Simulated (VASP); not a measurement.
# Cu2O (Pn-3m) in VASP: further runs, part 2 of 2

VASP 6.6.1.

## 3. Relaxation of cell and atoms, PBEsol

This run uses another cell than the first one, of 12.63 Å³/atom, 0.980 times its volume.

The input, INCAR:

```
SYSTEM = Cu2O
PREC     = Accurate       ! precision mode
ENCUT    = 520            ! plane-wave cutoff, eV
EDIFF    = 1E-7           ! SCF threshold, eV
ISMEAR   = 0              ! smearing method
SIGMA    = 0.02           ! smearing width, eV
LREAL    = .False.        ! projectors in reciprocal space
LASPH    = .True.         ! aspherical terms in the spheres
NELM     = 80             ! most SCF steps
ALGO     = Normal         ! electronic algorithm
ISIF     = 3              ! what is computed and relaxed
LWAVE    = .False.        ! write WAVECAR
LCHARG   = .False.        ! write CHGCAR
GGA      = PS             ! functional
IBRION   = 2              ! ionic algorithm
NSW      = 80             ! ionic steps
EDIFFG   = -0.002         ! ionic threshold
KPAR     = 8
```

The input, KPOINTS:

```
Automatic mesh
0
Gamma
  8 8 8
  0 0 0
```

The input, POSCAR:

```
Cu2O                                    
1.0
    4.2319943466     -0.0000000000      0.0000000000
   -0.0000000000      4.2319943466     -0.0000000000
    0.0000000000     -0.0000000000      4.2319943466
  Cu              O             
     4     2
Direct
     0.2500000000000000    0.2500000000000000    0.2500000000000000
     0.2500000000000000    0.7500000000000000    0.7500000000000000
     0.7500000000000000    0.7500000000000000    0.2500000000000000
     0.7500000000000000    0.2500000000000000    0.7500000000000000
     0.0000000000000000    0.0000000000000000    0.0000000000000000
     0.5000000000000000    0.5000000000000000    0.5000000000000000
```

Potentials or basis: VASP PAW PBE potentials, release 64 (Cu, O).

Launch:

```
$ cat potpaw_PBE.64/Cu/POTCAR potpaw_PBE.64/O/POTCAR > POTCAR
$ mpirun -np 8 vasp_std > vasp.out
```

OUTCAR:

```text
SYSTEM = Cu2O
   PREC = Accurate
   ENCUT = 520
   EDIFF = 1E-7
   ISMEAR = 0
   LREAL = .False.
   LASPH = .True.
   NELM = 80
   ISIF = 3
   GGA = PS
   IBRION = 2
   NSW = 80
   EDIFFG = -0.002

 ion  position               nearest neighbor table
   1  0.250  0.250  0.250-   5 1.83   6 1.83
   2  0.250  0.750  0.750-   5 1.83   6 1.83
   3  0.750  0.750  0.250-   5 1.83   6 1.83
   4  0.750  0.250  0.750-   5 1.83   6 1.83
   5  0.000  0.000  0.000-   1 1.83   2 1.83   3 1.83   4 1.83
   6  0.500  0.500  0.500-   1 1.83   2 1.83   3 1.83   4 1.83

  LATTYP: Found a simple cubic cell.
 ALAT       =     4.2319943466

  Lattice vectors:

 A1 = (   4.2319943466,   0.0000000000,   0.0000000000)
 A2 = (   0.0000000000,   4.2319943466,   0.0000000000)
 A3 = (   0.0000000000,   0.0000000000,   4.2319943466)

Analysis of symmetry for initial positions (statically):
=====================================================================
 Subroutine PRICEL returns:
 Original cell was already a primitive cell.

 Routine SETGRP: Setting up the symmetry group for a
[... 177 lines left out ...]
  free energy    TOTEN  =       -29.96720707 eV

  energy without entropy =      -29.96720707  energy(sigma->0) =      -29.96720707

 E-fermi :   4.9467     XC(G=0): -11.3877

 val. band max:        4.8303907217   @ k =   0.0000   0.0000   0.0000
 cond. band min:       5.3807801578   @ k =   0.0000   0.0000   0.0000
 fundamental gap:      0.5503894362
 Fermi energy:         4.9467277142

 k-point     1 :       0.0000    0.0000    0.0000
  band No.  band energies     occupation
      1     -15.4334      2.00000
      2     -14.6380      2.00000
      3      -2.6468      2.00000
      4      -2.6468      2.00000
      5      -2.6468      2.00000
      6      -0.2005      2.00000
[... 853 lines left out ...]
     32       8.6955      0.00000
     33      10.7298      0.00000

 [... further k-points ...]
[... 5 lines left out ...]
  --------------------------------------------------------------------------------------
  -------------------------------------------------------------------------------------
  Total       -0.0102018     -0.0102018     -0.0102018     -0.0000000      0.0000000     -0.0000000
  in kB       -0.2156516     -0.2156516     -0.2156516     -0.0000000      0.0000000     -0.0000000
  external PRESSURE =      -0.2156516 kB  Pullay stress =       0.0000000 kB

 VOLUME and BASIS-vectors are now :
 -----------------------------------------------------------------------------
  energy-cutoff  :      520.00
  volume of cell :       75.79
      direct lattice vectors                 reciprocal lattice vectors
     4.231994347  0.000000000  0.000000000     0.236295212  0.000000000  0.000000000
     0.000000000  4.231994347  0.000000000     0.000000000  0.236295212  0.000000000
     0.000000000  0.000000000  4.231994347     0.000000000  0.000000000  0.236295212

 POSITION                                       TOTAL-FORCE (eV/Angst)
 -----------------------------------------------------------------------------------
      1.05800      1.05800      1.05800         0.000000     -0.000000      0.000000
      1.05800      3.17400      3.17400        -0.000000      0.000000     -0.000000
      3.17400      3.17400      1.05800         0.000000      0.000000     -0.000000
      3.17400      1.05800      3.17400        -0.000000     -0.000000     -0.000000
      0.00000      0.00000      0.00000         0.000000     -0.000000      0.000000
      2.11600      2.11600      2.11600         0.000000     -0.000000      0.000000
 -----------------------------------------------------------------------------------
    total drift:                               -0.000000      0.000000      0.000000

  FREE ENERGIE OF THE ION-ELECTRON SYSTEM (eV)
  ---------------------------------------------------
  free  energy   TOTEN  =       -29.9672070716 eV

  energy  without entropy=      -29.9672070716  energy(sigma->0) =      -29.96720707

 reached required accuracy - stopping structural energy minimisation
```

OSZICAR:

```text
N       E                     dE             d eps       ncg     rms          rms(c)
DAV:   1     0.524352726034E+03    0.52435E+03   -0.25531E+04  2310   0.266E+03
DAV:   2     0.552116757326E+02   -0.46914E+03   -0.45805E+03  2313   0.481E+02
DAV:   3    -0.303797060018E+02   -0.85591E+02   -0.83066E+02  3324   0.228E+02
DAV:   4    -0.362315884283E+02   -0.58519E+01   -0.57825E+01  3559   0.659E+01
DAV:   5    -0.363009292652E+02   -0.69341E-01   -0.69261E-01  3305   0.933E+00    0.194E+01
DAV:   6    -0.338018914094E+02    0.24990E+01   -0.77546E+01  3178   0.164E+02    0.133E+01
DAV:   7    -0.298919119932E+02    0.39100E+01   -0.17690E+01  3110   0.102E+02    0.332E+00
DAV:   8    -0.300067566921E+02   -0.11484E+00   -0.22605E+00  3192   0.104E+01    0.162E+00
DAV:   9    -0.299775031186E+02    0.29254E-01   -0.11887E-01  3433   0.454E+00    0.770E-01
DAV:  10    -0.299685681790E+02    0.89349E-02   -0.62564E-02  3376   0.451E+00    0.277E-01
DAV:  11    -0.299672446384E+02    0.13235E-02   -0.83171E-03  3794   0.118E+00    0.588E-02
DAV:  12    -0.299672096095E+02    0.35029E-04   -0.79425E-04  3074   0.287E-01    0.295E-02
DAV:  13    -0.299672107191E+02   -0.11096E-05   -0.24026E-04  3370   0.196E-01    0.162E-02
DAV:  14    -0.299672075295E+02    0.31896E-05   -0.21710E-05  3305   0.876E-02    0.574E-03
DAV:  15    -0.299672071213E+02    0.40817E-06   -0.10250E-06  3153   0.133E-02    0.256E-03
DAV:  16    -0.299672070716E+02    0.49726E-07   -0.67250E-07  2517   0.750E-03
   1 F= -.29967207E+02 E0= -.29967207E+02  d E =-.299672E+02
```

CONTCAR:

```text
Cu2O
   1.00000000000000
     4.2319943465999996    0.0000000000000000    0.0000000000000000
     0.0000000000000000    4.2319943465999996    0.0000000000000000
     0.0000000000000000    0.0000000000000000    4.2319943465999996
  Cu              O
     4     2
Direct
     0.2500000000000000    0.2500000000000000    0.2500000000000000
     0.2500000000000000    0.7500000000000000    0.7500000000000000
     0.7500000000000000    0.7500000000000000    0.2500000000000000
     0.7500000000000000    0.2500000000000000    0.7500000000000000
     0.0000000000000000    0.0000000000000000    0.0000000000000000
     0.5000000000000000    0.5000000000000000    0.5000000000000000

  0.00000000E+00  0.00000000E+00  0.00000000E+00
  0.00000000E+00  0.00000000E+00  0.00000000E+00
  0.00000000E+00  0.00000000E+00  0.00000000E+00
  0.00000000E+00  0.00000000E+00  0.00000000E+00
  0.00000000E+00  0.00000000E+00  0.00000000E+00
  0.00000000E+00  0.00000000E+00  0.00000000E+00
```

It took 13 s on 8 MPI ranks of Intel Xeon Platinum 8488C (Sapphire Rapids), shared host; peak memory 0.22 GiB.

What came out:

* Free energy: -29.9672 eV
* Pressure after relaxing: 0.0 GPa
* Band gap on the k mesh: 0.55 eV, direct

Final structure:
```
CELL_PARAMETERS angstrom
4.23199 0.00000 0.00000
0.00000 4.23199 0.00000
0.00000 0.00000 4.23199
ATOMIC_POSITIONS crystal
Cu 0.25000 0.25000 0.25000
Cu 0.25000 0.75000 0.75000
Cu 0.75000 0.75000 0.25000
Cu 0.75000 0.25000 0.75000
O 0.00000 0.00000 0.00000
O 0.50000 0.50000 0.50000
```

Caveat: the relaxation stopped at its first step, so nothing moved; the PAW data sets were made with another functional, which shifts forces and pressure a little.
